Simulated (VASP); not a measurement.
Runs of VASP 6.6.1 on WC (Qusongite). The structure is hexagonal, space group P-6m2 (No. 187). The conventional cell has a = 2.907 Å, b = 2.907 Å, c = 2.837 Å, α = 90.00°, β = 90.00°, γ = 120.00°. Around W (site symmetry -6m2) lie 6 C at 2.20 Å. C (site symmetry -6m2) has 6 W at 2.20 Å as nearest neighbours. 

| task | level | smearing | pressure (GPa) |
| --- | --- | --- | --- |
| band structure | revTPSS | fermi-dirac 0.05 eV | (a) |
| band structure | MS2 | fermi-dirac 0.05 eV | -0.1 |
| band structure | TPSS | fermi-dirac 0.05 eV | 6.1 |
| single point | PBE | gaussian 0.012 eV | 6.7 |

Alike in all rows: potentials or basis VASP PAW PBE potentials, release 64 (W_sv, C); no spin polarisation; cell as given; k mesh 10 × 10 × 9; cutoff (eV) 520.

Question: Estimate the missing entries.

Answer: (a) 1.2.

Caveats: the PAW data sets were made with another functional, which shifts forces and pressure a little (some runs).
